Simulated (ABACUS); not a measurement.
# Te2Mo (P6_3/mmc) in ABACUS: further runs

The runs below take Te2Mo through band structure, equation of state, with r2SCAN.

All numbers are computed with ABACUS 3.10.1; they aren't measurements. Logs are shortened: lines on timing, memory, paths and dates and some standing lists are left out, and cuts for length are marked.

**Measured values to compare with.**

“Broadband infrared study of pressure-tunable Fano resonance and metallization transition in 2H-MoTe2”, 2022, pmc:9569381 quotes, for a bulk crystal of Te2Mo at 300 K: band gap 0.88 ± 0.05 eV (indirect).

How close the calculation comes is told below.

## 1. The crystal as given

The structure is hexagonal, space group P6_3/mmc (No. 194). Conventional cell: a = 3.518 Å, b = 3.518 Å, c = 13.974 Å, α = 90.00°, β = 90.00°, γ = 120.00°. Te (site symmetry 3m) is surrounded by 3 Mo at 2.72 Å. Mo (site symmetry -6m2) is surrounded by 6 Te at 2.72 Å.

## 2. Band structure, r2SCAN

Input file INPUT:

```
INPUT_PARAMETERS
suffix              Te2Mo
calculation         nscf
basis_type          pw
pseudo_dir          ./
symmetry            -1
dft_functional      MGGA_X_R2SCAN+MGGA_C_R2SCAN
ecutwfc             96.0
pseudo_rcut         7
nspin               1
nbands              62
ks_solver           dav
smearing_method     fd
smearing_sigma      0.00367493
scf_thr             1e-08
scf_nmax            100
mixing_type         broyden
mixing_beta         0.7
mixing_tau          1
init_chg            file
pw_diag_thr         1e-07
out_band            1
kpar                4
```

Input file STRU:

```
ATOMIC_SPECIES
Te 127.6000 Te_ONCV_PBE-1.2.upf
Mo 95.9500 Mo_ONCV_PBE-1.2.upf

LATTICE_CONSTANT
1.8897261246

LATTICE_VECTORS
3.5182000000 0.0000000000 0.0000000000
-1.7591000000 3.0468505756 0.0000000000
0.0000000000 0.0000000000 13.9736000000

ATOMIC_POSITIONS
Direct

Te
0.0
4
0.6666666667 0.3333333333 0.3790000000 1 1 1
0.3333333333 0.6666666667 0.8790000000 1 1 1
0.6666666667 0.3333333333 0.1210000000 1 1 1
0.3333333333 0.6666666667 0.6210000000 1 1 1

Mo
0.0
2
0.6666666667 0.3333333333 0.7500000000 1 1 1
0.3333333333 0.6666666667 0.2500000000 1 1 1
```

Input file KPT:

```
K_POINTS
12
Line
0.00000000 0.00000000 0.00000000 6 // G
0.50000000 0.00000000 0.00000000 6 // M
0.33333333 0.33333333 0.00000000 6 // K
0.00000000 0.00000000 0.00000000 6 // G
0.00000000 0.00000000 0.50000000 6 // A
0.50000000 0.00000000 0.50000000 6 // L
0.33333333 0.33333333 0.50000000 6 // H
0.00000000 0.00000000 0.50000000 1 // A
0.50000000 0.00000000 0.50000000 6 // L
0.50000000 0.00000000 0.00000000 1 // M
0.33333333 0.33333333 0.00000000 6 // K
0.33333333 0.33333333 0.50000000 1 // H
```

Potentials or basis: SG15 ONCV 1.2 PBE, plane waves.

The run is started by

```
> OMP_NUM_THREADS=1 mpirun -np 4 abacus > log
```

running log:

```text
ABACUS v3.10.1

               Atomic-orbital Based Ab-initio Computation at UStc

 ------------------------------------------------------------------------------------

 READING GENERAL INFORMATION
                           global_out_dir = OUT.Te2Mo/
                           global_in_card = INPUT
                               pseudo_dir = ./
                              orbital_dir =
                                    DSIZE = 4
                                    GSIZE = 1

 READING UNITCELL INFORMATION
                                    ntype = 2
                  lattice constant (Bohr) = 1.88973
              lattice constant (Angstrom) = 1

 READING ATOM TYPE 1
                               atom label = Te
                      L=0, number of zeta = 1
                      L=1, number of zeta = 1
                      L=2, number of zeta = 1
             number of atom for this type = 4

 READING ATOM TYPE 2
                               atom label = Mo
                      L=0, number of zeta = 1
                      L=1, number of zeta = 1
                      L=2, number of zeta = 1
             number of atom for this type = 2

                        TOTAL ATOM NUMBER = 6
DIRECT COORDINATES
    atom                   x                   y                   z     mag                  vx                  vy                  vz
taud_Te1            0.6666666667        0.3333333333        0.3790000000  0.0000        0.0000000000        0.0000000000        0.0000000000
taud_Te2            0.3333333333        0.6666666667        0.8790000000  0.0000        0.0000000000        0.0000000000        0.0000000000
taud_Te3            0.6666666667        0.3333333333        0.1210000000  0.0000        0.0000000000        0.0000000000        0.0000000000
taud_Te4            0.3333333333        0.6666666667        0.6210000000  0.0000        0.0000000000        0.0000000000        0.0000000000
taud_Mo1            0.6666666667        0.3333333333        0.7500000000  0.0000        0.0000000000        0.0000000000        0.0000000000
taud_Mo2            0.3333333333        0.6666666667        0.2500000000  0.0000        0.0000000000        0.0000000000        0.0000000000

                          Volume (Bohr^3) = 1010.83
                             Volume (A^3) = 149.789

 Lattice vectors: (Cartesian coordinate: in unit of a_0)
              +3.5182                  +0                  +0
              -1.7591            +3.04685                  +0
                   +0                  +0            +13.9736
 Reciprocal vectors: (Cartesian coordinate: in unit of 2 pi/a_0)
            +0.284236           +0.164104                  -0
                   -0           +0.328208                  -0
                   +0                  -0          +0.0715635
 The esolver type has been set to : ksdft_pw

                PAO radial cut off (Bohr) = 7

 Read in pseudopotential file is Te_ONCV_PBE-1.2.upf
                     pseudopotential type = NC
          exchange-correlation functional = PBE
                 nonlocal core correction = 0
                        valence electrons = 16
                                     lmax = 2
                           number of zeta = 0
                     number of projectors = 6
                           L of projector = 0
                           L of projector = 0
                           L of projector = 1
                           L of projector = 1
                           L of projector = 2
                           L of projector = 2
 XC functional updated to : MGGA_X_R2SCAN+MGGA_C_R2SCAN
          exchange-correlation functional = MGGA_X_R2SCAN+MGGA_C_R2SCAN
                PAO radial cut off (Bohr) = 7

 Read in pseudopotential file is Mo_ONCV_PBE-1.2.upf
                     pseudopotential type = NC
          exchange-correlation functional = PBE
                 nonlocal core correction = 0
                        valence electrons = 14
                                     lmax = 2
[... 60 lines left out ...]

 -------------------------------------------
 NONSELF-CONSISTENT
 -------------------------------------------

                                 init_chg = file
 try to read charge from file
 Read in the charge density: OUT.Te2Mo//Te2Mo-CHARGE-DENSITY.restart
 try to read kinetic energy density from file
 Read in the kinetic energy density: OUT.Te2Mo//Te2Mo-TAU-DENSITY.restart

 PW ALGORITHM --------------- ION=   1  ELEC=   1--------------------------------

 k(1/57) Iter steps (avg)=27 threshold=1e-07

 k(2/57) Iter steps (avg)=23 threshold=1e-07
 k(3/57) Iter steps (avg)=22 threshold=1e-07
 k(4/57) Iter steps (avg)=18 threshold=1e-07
 k(5/57) Iter steps (avg)=17 threshold=1e-07
 k(6/57) Iter steps (avg)=16 threshold=1e-07
 k(7/57) Iter steps (avg)=16 threshold=1e-07
 k(8/57) Iter steps (avg)=17 threshold=1e-07
 k(9/57) Iter steps (avg)=17 threshold=1e-07
 k(10/57) Iter steps (avg)=19 threshold=1e-07
 k(11/57) Iter steps (avg)=22 threshold=1e-07
 k(12/57) Iter steps (avg)=23 threshold=1e-07
 k(13/57) Iter steps (avg)=18 threshold=1e-07
 k(14/57) Iter steps (avg)=20 threshold=1e-07
 k(15/57) Iter steps (avg)=19 threshold=1e-07
[... levels at 15 k points of this process ...]

 Density error is 0.00000000000
                          Error Threshold = 1.00000000000e-07
----------------------------------------------------------
     Energy           Rydberg                 eV
----------------------------------------------------------
 E_KohnSham     -970.1362763860      -13199.3811953525
 E_KS(sigma->0) -970.1362757527      -13199.3811867356
 E_Harris       -970.1362763860      -13199.3811953525
 E_band         -81.2278839528       -1105.1620582406
 E_one_elec     -425.7687281791      -5792.8807334485
 E_Hartree      242.7663666367       3303.0058690161
 E_xc           -102.3748548864      -1392.8813583784
 E_Ewald        -684.7590586906      -9316.6249553079
 E_entropy(-TS) -0.0000012666        -0.0000172336
 E_descf        0.0000000000         0.0000000000
 E_exx          0.0000000000         0.0000000000
 E_Fermi        1.0018211011         13.6304753513
----------------------------------------------------------

 charge density convergence is achieved
 final etot is -13199.381195 eV
 EFERMI = 13.630475351 eV

 STATE ENERGY(eV) AND OCCUPATIONS    NSPIN == 1
 1/15 kpoint (Cartesian) = 0.0000 0.0000 0.0000 (16061 pws)
       1       -50.2056      0.0350877
       2       -50.2056      0.0350877
       3       -23.4321      0.0350877
       4       -23.4321      0.0350877
       5       -23.4320      0.0350877
       6       -23.4320      0.0350877
[... 54 lines left out ...]
      61        22.8195    5.37586e-82
      62        23.3074    3.10897e-86

 2/15 kpoint (Cartesian) = 0.023686 0.013675 0.0000 (16098 pws)
       1       -50.2049      0.0350877
       2       -50.2049      0.0350877
       3       -23.4337      0.0350877
       4       -23.4337      0.0350877
       5       -23.4335      0.0350877
       6       -23.4334      0.0350877
[... 54 lines left out ...]
      61        22.7988    8.12411e-82
      62        23.1966    2.84813e-85

 3/15 kpoint (Cartesian) = 0.047373 0.027351 0.0000 (16074 pws)
       1       -50.2031      0.0350877
       2       -50.2031      0.0350877
       3       -23.4385      0.0350877
       4       -23.4384      0.0350877
       5       -23.4378      0.0350877
       6       -23.4376      0.0350877
[... 54 lines left out ...]
      61        22.1938    1.46297e-76
      62        23.5067    5.77116e-88

 4/15 kpoint (Cartesian) = 0.071059 0.041026 0.0000 (16096 pws)
       1       -50.2006      0.0350877
       2       -50.2006      0.0350877
       3       -23.4801      0.0350877
       4       -23.4799      0.0350877
       5       -23.4456      0.0350877
       6       -23.4454      0.0350877
[... 54 lines left out ...]
      61        22.1691    2.39771e-76
      62        22.9390    4.92813e-83

 5/15 kpoint (Cartesian) = 0.094745 0.054701 0.0000 (16080 pws)
       1       -50.1982      0.0350877
       2       -50.1982      0.0350877
       3       -23.5181      0.0350877
       4       -23.5178      0.0350877
       5       -23.4532      0.0350877
       6       -23.4528      0.0350877
[... 54 lines left out ...]
      61        21.8492    1.43887e-73
      62        22.2212    8.45079e-77

 6/15 kpoint (Cartesian) = 0.11843 0.068377 0.0000 (16042 pws)
       1       -50.1964      0.0350877
       2       -50.1964      0.0350877
       3       -23.5424      0.0350877
       4       -23.5420      0.0350877
       5       -23.4591      0.0350877
       6       -23.4585      0.0350877
[... 54 lines left out ...]
      61        21.0067    2.99117e-66
      62        21.9106    4.21943e-74

[... levels at 9 further k points ...]

 --------------------------------------------
 !FINAL_ETOT_IS -13199.38119535245 eV
 --------------------------------------------

 Output bands in file: OUT.Te2Mo/BANDS_1.dat
```

It took 3 min on 4 MPI ranks of AMD EPYC 9R45 (Zen 5), shared host; peak memory 2.3 GiB.

Results:

```yaml
Band_gap_along_the_path: 0.92 eV, indirect (least direct gap 1.14 eV)
```

Levels at the corners of the path, in eV from the Fermi level:
```
point  band 44  band 45  band 46  band 47  band 48  band 49
    Γ    -1.45    -0.93    -0.44     2.51     2.51     2.63
    M    -1.41    -1.20    -0.92     0.93     0.98     1.16
    K    -2.46    -0.73    -0.51     0.62     0.62     0.96
    Γ    -1.45    -0.93    -0.44     2.51     2.51     2.63
    A    -1.55    -0.55    -0.55     2.54     2.54     2.54
    L    -1.43    -1.06    -1.06     0.95     0.95     1.33
    H    -2.61    -0.64    -0.64     0.63     0.63     1.41
    A    -1.55    -0.55    -0.55     2.54     2.54     2.54
    L    -1.43    -1.06    -1.06     0.95     0.95     1.33
    M    -1.41    -1.20    -0.92     0.93     0.98     1.16
    K    -2.46    -0.73    -0.51     0.62     0.62     0.96
    H    -2.61    -0.64    -0.64     0.63     0.63     1.41
```

Caveat: the density is read from an earlier self-consistent run, whose mesh may be coarse; the potentials were made for another functional, which shifts forces and pressure; spin-orbit coupling is left out, which moves the levels of the heavy elements.

## 3. Equation of state, r2SCAN, 23.47 Å³/atom (volume scaled by 0.94)

Input file run_abacus.py:

```python
"""ABACUS run from a structure file: ASE reads it, the script writes STRU, KPT and INPUT."""
import re
import subprocess
from ase.io import read
from ase.units import Bohr

atoms = read("Te2Mo.cif")
atoms = atoms[(-atoms.numbers).argsort(kind="stable")]  # ABACUS lists atoms element by element
pseudo = {'Te': 'Te_ONCV_PBE-1.2.upf', 'Mo': 'Mo_ONCV_PBE-1.2.upf'}
orbital = {}
magmoms = None
kmesh = [6, 6, 1]
params = {
    'suffix': 'Te2Mo',
    'calculation': 'scf',
    'basis_type': 'pw',
    'pseudo_dir': './',
    'symmetry': 1,
    'dft_functional': 'MGGA_X_R2SCAN+MGGA_C_R2SCAN',
    'ecutwfc': 96,
    'pseudo_rcut': 7,
    'nspin': 1,
    'nbands': 56,
    'ks_solver': 'dav',
    'smearing_method': 'fd',
    'smearing_sigma': 0.00367493,
    'scf_thr': 1e-08,
    'scf_nmax': 100,
    'mixing_type': 'broyden',
    'mixing_beta': 0.7,
    'cal_force': 1,
    'cal_stress': 1,
    'mixing_tau': 1,
    'kpar': 4,
}

symbols = atoms.get_chemical_symbols()
elements = list(dict.fromkeys(symbols))
lines = ["ATOMIC_SPECIES"] + [f"{e} {atoms.get_masses()[symbols.index(e)]:.4f} {pseudo[e]}" for e in elements]
if orbital:
    lines += ["", "NUMERICAL_ORBITAL"] + [orbital[e] for e in elements]
lines += ["", "LATTICE_CONSTANT", f"{1 / Bohr:.10f}", "", "LATTICE_VECTORS"]
lines += [" ".join(f"{x:.10f}" for x in v) for v in atoms.cell]
lines += ["", "ATOMIC_POSITIONS", "Direct"]
for e in elements:
    lines += ["", e, "0.0", str(symbols.count(e))]
    for i, p in enumerate(atoms.get_scaled_positions(wrap=False)):
        if symbols[i] == e:
            mag = "" if magmoms is None else " mag " + " ".join(str(x) for x in (magmoms[i] if isinstance(magmoms[i], list) else [magmoms[i]]))
            lines.append(" ".join(f"{x:.10f}" for x in p) + " 1 1 1" + mag)
open("STRU", "w").write("\n".join(lines) + "\n")
open("KPT", "w").write("K_POINTS\n0\nGamma\n%d %d %d 0 0 0\n" % tuple(kmesh))
open("INPUT", "w").write("INPUT_PARAMETERS\n" + "".join(f"{k:<20s}{v}\n" for k, v in params.items()))

done = subprocess.run(['mpirun', '-np', '4', 'abacus'])
if done.returncode:
    raise SystemExit(done.returncode)
log = open("OUT.Te2Mo/running_scf.log").read()
print("final energy (eV):", re.findall(r"FINAL_ETOT_IS (\S+)", log))
```

Input file Te2Mo.cif:

```cif
data_Te2Mo
_cell_length_a 3.44637985
_cell_length_b 3.44637985
_cell_length_c 13.68834445
_cell_angle_alpha 90.00000000
_cell_angle_beta 90.00000000
_cell_angle_gamma 120.00000000
_space_group_name_H-M_alt 'P1'
_space_group_name_Hall 'P 1'
_space_group_IT_number 1
loop_
_space_group_symop_operation_xyz
'x,y,z'
loop_
_atom_site_label
_atom_site_type_symbol
_atom_site_symmetry_multiplicity
_atom_site_Wyckoff_symbol
_atom_site_fract_x
_atom_site_fract_y
_atom_site_fract_z
_atom_site_occupancy
Te1 Te 1 a 0.6666666667 0.3333333333 0.3790000000 1
Te2 Te 1 a 0.3333333333 0.6666666667 0.8790000000 1
Te3 Te 1 a 0.6666666667 0.3333333333 0.1210000000 1
Te4 Te 1 a 0.3333333333 0.6666666667 0.6210000000 1
Mo1 Mo 1 a 0.6666666667 0.3333333333 0.7500000000 1
Mo2 Mo 1 a 0.3333333333 0.6666666667 0.2500000000 1
```

Potentials or basis: SG15 ONCV 1.2 PBE, plane waves.

The run is started by

```
> OMP_NUM_THREADS=1 python run_abacus.py > log
```

Run time: 58 s. Hardware: 4 MPI ranks of AMD EPYC 9R45 (Zen 5), shared host; peak memory 1.6 GiB.

Results (log left out):

* Free energy: -13199.6535 eV
* Pressure: 9.5 GPa
* Largest force: 0.701 eV/Å
* Band gap on the k mesh: 0.95 eV, indirect (least direct gap 1.24 eV)

Caveat: the k mesh is coarse (spacing up to 0.46 Å⁻¹), so the values aren't converged; the potentials were made for another functional, which shifts forces and pressure; spin-orbit coupling is left out, which moves the levels of the heavy elements; an odd mesh through Γ misses points on the zone boundary, where band edges often lie.

## 4. Equation of state, r2SCAN, 24.47 Å³/atom (volume scaled by 0.98)

run_abacus.py is that of step 3.

Te2Mo.cif, as its differences from that of step 3:

```diff
@@ -1,5 +1,5 @@
 data_Te2Mo
-_cell_length_a 3.44637985
-_cell_length_b 3.44637985
-_cell_length_c 13.68834445
+_cell_length_a 3.49458721
+_cell_length_b 3.49458721
+_cell_length_c 13.87981462
 _cell_angle_alpha 90.00000000
```

The run is started by

```
> OMP_NUM_THREADS=1 python run_abacus.py > log
```

Wall time 64 s (4 MPI ranks of AMD EPYC 9R45 (Zen 5), shared host); peak memory 1.7 GiB.

It converged, with:

```
Free energy            : -13199.8736 eV
Pressure               : 4.0 GPa
Largest force          : 0.100 eV/Å
Band gap on the k mesh : 0.95 eV, indirect (least direct gap 1.17 eV)
```

Caveat: the k mesh is coarse (spacing up to 0.45 Å⁻¹), so the values aren't converged; the potentials were made for another functional, which shifts forces and pressure; spin-orbit coupling is left out, which moves the levels of the heavy elements; an odd mesh through Γ misses points on the zone boundary, where band edges often lie.

## 5. Equation of state, r2SCAN, 25.46 Å³/atom (volume scaled by 1.02)

run_abacus.py is that of step 4.

Te2Mo.cif, as its differences from that of step 4:

```diff
@@ -1,5 +1,5 @@
 data_Te2Mo
-_cell_length_a 3.49458721
-_cell_length_b 3.49458721
-_cell_length_c 13.87981462
+_cell_length_a 3.54150002
+_cell_length_b 3.54150002
+_cell_length_c 14.06614309
 _cell_angle_alpha 90.00000000
```

The run is started by

```
> OMP_NUM_THREADS=1 python run_abacus.py > log
```

Wall time 66 s (4 MPI ranks of AMD EPYC 9R45 (Zen 5), shared host); peak memory 1.7 GiB.

Results (log left out):

```
Free energy            : -13199.9399 eV
Pressure               : -0.4 GPa
Largest force          : 0.444 eV/Å
Band gap on the k mesh : 0.94 eV, indirect (least direct gap 1.10 eV)
```

Caveat: the k mesh is coarse (spacing up to 0.45 Å⁻¹), so the values aren't converged; the potentials were made for another functional, which shifts forces and pressure; spin-orbit coupling is left out, which moves the levels of the heavy elements; an odd mesh through Γ misses points on the zone boundary, where band edges often lie.

## 6. Equation of state, r2SCAN, 26.46 Å³/atom (volume scaled by 1.06)

run_abacus.py is that of step 5.

Te2Mo.cif, as its differences from that of step 5:

```diff
@@ -1,5 +1,5 @@
 data_Te2Mo
-_cell_length_a 3.54150002
-_cell_length_b 3.54150002
-_cell_length_c 14.06614309
+_cell_length_a 3.58720183
+_cell_length_b 3.58720183
+_cell_length_c 14.24766174
 _cell_angle_alpha 90.00000000
```

Potentials or basis: SG15 ONCV 1.2 PBE, plane waves.

The run is started by

```
> OMP_NUM_THREADS=1 python run_abacus.py > log
```

It took 76 s on 4 MPI ranks of AMD EPYC 9R45 (Zen 5), shared host; peak memory 1.7 GiB.

Results (log left out):

- Free energy: -13199.8591 eV
- Pressure: -3.9 GPa
- Largest force: 0.906 eV/Å
- Band gap on the k mesh: 0.94 eV, indirect (least direct gap 1.05 eV)

Caveat: the k mesh is coarse (spacing up to 0.44 Å⁻¹), so the values aren't converged; the potentials were made for another functional, which shifts forces and pressure; spin-orbit coupling is left out, which moves the levels of the heavy elements; an odd mesh through Γ misses points on the zone boundary, where band edges often lie.

## 7. Equation of state, r2SCAN

Potentials or basis: SG15 ONCV 1.2 PBE, plane waves.

No new run: the results of the series are fitted here.

Results:

| Quantity | Value |
| --- | --- |
| Equilibrium volume | 25.41 Å³/atom (rough: see the caveat) |
| Bulk modulus at fixed shape and positions | 100 GPa (rough) |

Energy against volume, from the lowest point:
```
volume (Å³/atom)  energy (meV/atom)
          23.467              47.72
          24.466              11.04
          25.464               0.00
          26.463              13.47
```

Caveat: the k mesh is coarse (spacing up to 0.45 Å⁻¹), so the values aren't converged; the fit is doubtful: noisy points or a state that changes with volume; the cell was scaled at fixed shape and fractional positions, which overstates the stiffness of a crystal with free parameters, most of all of layers and chains; the potentials were made for another functional, which shifts forces and pressure. Spin-orbit coupling is left out, which matters for the levels of Te.

## 8. For comparison

An earlier run on the cell as given: functional PBEsol; potentials or basis PseudoDojo NC SR 0.4.1 PBEsol standard; cutoff 1129 eV; density cutoff 4517 eV; basis plane waves; k mesh 9 × 9 × 2; occupations fermi-dirac, width 0.05 eV; no spin polarisation.

* Pressure: -0.6 GPa
* Largest force: 0.023 eV/Å
* Band gap on the k mesh: 0.74 eV, indirect (least direct gap 1.04 eV)

## 9. How close it comes

Step 2. Measured gap of Te2Mo: 0.88 eV (indirect; 300 K; quoted in “Broadband infrared study of pressure-tunable Fano resonance and metallization transition in 2H-MoTe2”, 2022, pmc:9569381). This calculation gives 0.92 eV (+0.04 eV). Spin-orbit coupling on Mo, Te is left out. The value is that of r2SCAN, without temperature or zero-point motion.
